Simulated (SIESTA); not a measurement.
# HgTe in SIESTA: convergence with vacuum

Slab: HgTe, a slab with vacuum.

```
Te Hg
1.0
     4.55872    0.00000    0.00000
    -2.27936    3.94797    0.00000
     0.00000    0.00000   14.37490
Te Hg
3 3
Cartesian
  0.0000 0.0000 3.0000
  0.0000 2.6320 6.7222
  2.2794 1.3160 10.4444
  0.0000 2.6320 3.9305
  2.2794 1.3160 7.6527
  0.0000 0.0000 11.3749
```

```yaml
Program: SIESTA 5.4.2
Task: single point
Functional: PBE
Potentials_or_basis: PseudoDojo 0.4 standard (PBE files)
Basis: DZP (energy shift 0.003 Ry; two zetas on semicore shells)
Grid_cutoff: 800 Ry
Energy_shift: 0.003 Ry
k_mesh: 5 × 5 × 1
Occupations: fermi-dirac, width 0.05 eV
Spin: no spin polarisation
```

These are the settings of the first run; the series varies vacuum, with any setting tied to it.

Hardware: 1 thread of Arm Neoverse V1, on a shared host.

Q: The values tried are 6, 8, 10, 12, 15, 20, loosest first. From which on does the energy stay within 1 meV/atom of the tightest run that finished?

A: From 8 on.

```tsv
vacuum	energy less the tightest run, at zero smearing (meV/atom)	largest force (eV/Å)	SCF cycles	CPU time (s)	peak memory (GiB)
6	-19.38	1.101	15	75	0.51
8	0.01	1.062	17	83	0.53
10	0.01	1.062	17	83	0.54
12	0.02	1.062	16	82	0.56
15	0.00	1.062	17	83	0.56
20	0.00	1.062	17	84	0.6
```

Against the tightest run, the largest force stays within 0.005 eV/Å from 8 on. The tightest run that finished is the yardstick and may itself not be fully converged.

 The run has no spin-orbit coupling, so splittings on Hg, Te are missing.
